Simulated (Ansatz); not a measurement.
Here is an Ansatz 0.2.0 calculation.

Contents of input.yaml:

```yaml
crystal:
  lattice:
    - [3.812, 0.0, 0.0]
    - [-1.906, 3.3012888392, 0.0]
    - [0.0, 0.0, 18.68999]
  atoms:
    - { symbol: Zn, position: [0.3333333333, 0.6666666667, 0.83333] }
    - { symbol: Zn, position: [0.6666666667, 0.3333333333, 0.33333] }
    - { symbol: Zn, position: [0.6666666667, 0.3333333333, 0.66667] }
    - { symbol: Zn, position: [0.3333333333, 0.6666666667, 0.16667] }
    - { symbol: Zn, position: [0.0, 0.0, 0.5] }
    - { symbol: Zn, position: [0.0, 0.0, 0.0] }
    - { symbol: S, position: [0.3333333333, 0.6666666667, 0.95833] }
    - { symbol: S, position: [0.6666666667, 0.3333333333, 0.45833] }
    - { symbol: S, position: [0.6666666667, 0.3333333333, 0.79167] }
    - { symbol: S, position: [0.3333333333, 0.6666666667, 0.29167] }
    - { symbol: S, position: [0.0, 0.0, 0.625] }
    - { symbol: S, position: [0.0, 0.0, 0.125] }
hamiltonian:
  xc: lda
  pseudopotentials: { kind: paw }
kpoints:
  mp_grid: { grid: [8, 8, 2] }
  band_path:
    path:
      - [[0.0, 0.0, 0.0], [0.5, 0.0, 0.0], [0.3333333333, 0.3333333333, 0.0], [0.0, 0.0, 0.0], [0.0, 0.0, 0.5], [0.5, 0.0, 0.5], [0.3333333333, 0.3333333333, 0.5], [0.0, 0.0, 0.5]]
      - [[0.5, 0.0, 0.5], [0.5, 0.0, 0.0]]
      - [[0.3333333333, 0.3333333333, 0.0], [0.3333333333, 0.3333333333, 0.5]]
    npoints: 10
scf:
  occupations: { method: fermi_dirac, width: 0.05 }
  n_extra_bands: 30
output:
  forces: true
  stress: true
  eigenvalues: true
  fatbands: true
```

Potentials or basis: Ansatz PAW.

The run is started by

```sh
$ ansatz run input.yaml --threads 4 --pin off --max-ram 11264MiB --backend cpu --events-out ev --progress --plain --runs-dir out
```

Q: Estimate the band gap on the k mesh.

A: 1.91 eV, direct.

Q: What does it give for the largest force?

A: 0.028 eV/Å.

Q: Predict the band gap along the path.

A: 1.91 eV, direct.

Q: What does it give for the pressure?

A: -4.1 GPa.

Forces in eV/Å, atoms in the order of the input:
```
Zn   0.000  0.000  0.002
Zn   0.000  0.000  0.002
Zn   0.000  0.000  0.012
Zn   0.000  0.000  0.012
Zn   0.000  0.000 -0.007
Zn   0.000  0.000 -0.007
S    0.000  0.000 -0.027
S    0.000  0.000 -0.027
S    0.000  0.000 -0.007
S    0.000  0.000 -0.007
S    0.000  0.000  0.028
S    0.000  0.000  0.028
```

Caveat: the cell's inner coordinates are idealised or old, which leaves forces on the atoms; the PAW data sets come from PBE, with cores solved anew for the run's functional, which leaves a small shift of forces and pressure.

**The experiment to reproduce.**

From a printed reference work, monograph, for a bulk crystal of ZnS at 4 K: band gap 3.911 eV (direct).

Against the measured gap of ZnS, 3.911 eV (direct; 4 K; a printed reference work, monograph), the calculated 1.91 eV is off by -2.00 eV. So large a miss can be the level of theory's own, or it may mean another phase, state or a wrong row. The value is that of LDA, without temperature or zero-point motion. Semilocal functionals fall short of measured gaps as a rule.
